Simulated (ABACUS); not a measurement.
# SiO2 (P4_32_12) in ABACUS: settings compared, part 2 of 2

ABACUS 3.10.1. Earlier steps stand in the parts before.

### 5 Single point, RPBE+D3(BJ)

INPUT

```
INPUT_PARAMETERS
suffix              SiO2
calculation         scf
basis_type          lcao
pseudo_dir          ./
orbital_dir         ./
symmetry            1
dft_functional      GGA_X_RPBE+GGA_C_PBE
ecutwfc             100
pseudo_rcut         7
nspin               1
nbands              39
ks_solver           genelpa
smearing_method     fd
smearing_sigma      0.00367493
scf_thr             1e-07
scf_nmax            100
mixing_type         broyden
mixing_beta         0.7
cal_force           1
cal_stress          1
vdw_method          d3_bj
out_mul             1
```

STRU

```
ATOMIC_SPECIES
Si 28.0850 Si.upf
O 15.9990 O.upf

NUMERICAL_ORBITAL
Si_confined-atom_7au_2s2p1d.orb
O_confined-atom_6au_2s2p1d.orb

LATTICE_CONSTANT
9.4025001785

LATTICE_VECTORS
1.0000000000 0.0000000000 0.0000000000
0.0000000000 1.0000000000 0.0000000000
0.0000000000 0.0000000000 1.3869493018

ATOMIC_POSITIONS
Cartesian

Si
0.0
4
0.8032465600 0.8032465600 0.6934746509 1 1 1
0.6967534400 0.3032465600 0.3467373255 1 1 1
0.3032465600 0.6967534400 1.0402119764 1 1 1
0.1967534400 0.1967534400 0.0000000000 1 1 1

O
0.0
8
0.7617576300 0.1103870700 0.5992197400 1 1 1
0.8896129300 0.2382423700 0.0942549109 1 1 1
0.1103870700 0.7617576300 0.7877295618 1 1 1
0.2617576300 0.3896129300 1.1344668873 1 1 1
0.2382423700 0.8896129300 1.2926943909 1 1 1
0.7382423700 0.6103870700 0.4409922364 1 1 1
0.3896129300 0.2617576300 0.2524824145 1 1 1
0.6103870700 0.7382423700 0.9459570654 1 1 1
```

KPT

```
K_POINTS
0
Gamma
6 6 4 0 0 0
```

Started as:

```console
$ OMP_NUM_THREADS=1 mpirun -np 4 abacus > log
```

It took 7.1 s on 4 MPI ranks of AMD EPYC 9R45 (Zen 5), shared host; peak memory 0.6 GiB.

It converged, with:

- Free energy: -4080.0233 eV
- Pressure: 4.5 GPa
- Largest force: 0.759 eV/Å
- Band gap on the k mesh: 6.53 eV, direct
- Mulliken charges: Si +0.31, +0.30; O -0.17, -0.14 e
- Dispersion energy per atom: -0.410 eV

Forces in eV/Å, atoms in the order of the input:
```
Si  -0.237 -0.237  0.000
Si   0.237 -0.237  0.000
Si  -0.237  0.237  0.000
Si   0.237  0.237  0.000
O    0.107  0.421  0.623
O   -0.421 -0.107 -0.623
O    0.421  0.107 -0.623
O    0.107 -0.421 -0.623
O   -0.107 -0.421  0.623
O   -0.107  0.421 -0.623
O   -0.421  0.107  0.623
O    0.421 -0.107  0.623
```

Stress tensor (GPa, compression positive):
```
4.18 0.00 0.00
0.00 4.18 0.00
0.00 0.00 5.02
```

Levels at points of the mesh, in eV from the valence-band top:
```
           k point  band 29  band 30  band 31  band 32  band 33  band 34  band 35  band 36
(0.00, 0.00, 0.00)    -0.71    -0.33    -0.33     0.00     6.53     8.76     8.76     9.69
(0.50, 0.00, 0.00)    -0.65    -0.65    -0.51    -0.51     8.39     8.39     9.35     9.35
(0.50, 0.50, 0.00)    -0.61    -0.61    -0.55    -0.55     8.98     8.98     9.17     9.17
(0.00, 0.00, 0.50)    -0.56    -0.56    -0.39    -0.39     7.71     7.71     9.35     9.35
(0.50, 0.00, 0.50)    -0.95    -0.95    -0.20    -0.20     8.34     8.34     9.75     9.75
(0.50, 0.50, 0.50)    -0.62    -0.62    -0.62    -0.62     9.54     9.54     9.54     9.54
```

Caveat: the atomic orbitals were generated for these runs and aren't a published set; Mulliken charges move with the basis; the potentials were made for another functional, which shifts forces and pressure; the basis of atomic orbitals isn't converged, which shifts pressures, moduli and gaps. RPBE gaps usually lie below the measured ones, often by a third to a half.

### 6 Single point, RPBE+D3(BJ)+ABC

INPUT, as its differences from that of step 5:

```diff
@@ -22,2 +22,3 @@
 vdw_method          d3_bj
+vdw_abc             1
 out_mul             1
```

STRU is that of step 5.

KPT is that of step 5.

Potentials or basis: PseudoDojo NC SR 0.4.1 PBE standard, DZP LCAO (the cutoffs set its grid).

Started as:

```console
$ OMP_NUM_THREADS=1 mpirun -np 4 abacus > log
```

It took 9.7 s on 4 MPI ranks of AMD EPYC 9R45 (Zen 5), shared host; peak memory 0.6 GiB.

Results (log left out):

```yaml
Free_energy: -4079.9563 eV
Pressure: 4.6 GPa
Largest_force: 0.759 eV/Å
Band_gap_on_the_k_mesh: 6.53 eV, direct
Mulliken_charges: Si +0.31, +0.30; O -0.17, -0.14 e
Dispersion_energy_per_atom: -0.405 eV
```

Forces in eV/Å, atoms in the order of the input:
```
Si  -0.237 -0.237  0.000
Si   0.237 -0.237  0.000
Si  -0.237  0.237  0.000
Si   0.237  0.237  0.000
O    0.107  0.421  0.623
O   -0.421 -0.107 -0.623
O    0.421  0.107 -0.623
O    0.107 -0.421 -0.623
O   -0.107 -0.421  0.623
O   -0.107  0.421 -0.623
O   -0.421  0.107  0.623
O    0.421 -0.107  0.623
```

Stress tensor (GPa, compression positive):
```
4.31 0.00 0.00
0.00 4.31 0.00
0.00 0.00 5.15
```

Levels at points of the mesh, in eV from the valence-band top:
| k point | band 30 | band 31 | band 32 | band 33 | band 34 | band 35 |
| --- | --- | --- | --- | --- | --- | --- |
| (0.00, 0.00, 0.00) | -0.33 | -0.33 | 0.00 | 6.53 | 8.76 | 8.76 |
| (0.50, 0.00, 0.00) | -0.65 | -0.51 | -0.51 | 8.39 | 8.39 | 9.35 |
| (0.50, 0.50, 0.00) | -0.61 | -0.55 | -0.55 | 8.98 | 8.98 | 9.17 |
| (0.00, 0.00, 0.50) | -0.56 | -0.39 | -0.39 | 7.71 | 7.71 | 9.35 |
| (0.50, 0.00, 0.50) | -0.95 | -0.20 | -0.20 | 8.34 | 8.34 | 9.75 |
| (0.50, 0.50, 0.50) | -0.62 | -0.62 | -0.62 | 9.54 | 9.54 | 9.54 |

Caveat: the atomic orbitals were generated for these runs and aren't a published set; Mulliken charges move with the basis; the potentials were made for another functional, which shifts forces and pressure; the basis of atomic orbitals isn't converged, which shifts pressures, moduli and gaps.

### 7 The runs side by side

```tsv
level	potentials or basis	k mesh	cutoff (eV)	SCF threshold on the density	eigensolver	gap on the mesh (eV)	pressure (GPa)	largest force (eV/Å)
LDA	PseudoDojo NC SR 0.4.1 LDA standard, plane waves	5 × 5 × 3	1143	1e-08	dav	5.53	-2.9	0.18
RPBE	PseudoDojo NC SR 0.4.1 PBE standard, DZP LCAO (the cutoffs set its grid)	6 × 6 × 4	1361	1e-07	genelpa	6.53	9.4	0.78
RPBE+D3	PseudoDojo NC SR 0.4.1 PBE standard, DZP LCAO (the cutoffs set its grid)	6 × 6 × 4	1361	1e-07	genelpa	6.53	7.3	0.79
RPBE+D3(BJ)	PseudoDojo NC SR 0.4.1 PBE standard, DZP LCAO (the cutoffs set its grid)	6 × 6 × 4	1361	1e-07	genelpa	6.53	4.5	0.76
RPBE+D3(BJ)+ABC	PseudoDojo NC SR 0.4.1 PBE standard, DZP LCAO (the cutoffs set its grid)	6 × 6 × 4	1361	1e-07	genelpa	6.53	4.6	0.76
```

Alike in all rows: task single point; no spin polarisation; cell as given; smearing fermi-dirac 0.05 eV.

Caveats: the atomic orbitals were generated for these runs and aren't a published set (some runs); the potentials were made for another functional, which shifts forces and pressure (some runs); the basis of atomic orbitals isn't converged, which shifts pressures, moduli and gaps (some runs); there are fewer bands than atomic start orbitals, so a level may be missed at k points of high symmetry (some runs); an odd mesh through Γ misses points on the zone boundary, where band edges often lie (some runs).

Absolute energies hang on the potentials; compare differences alone.
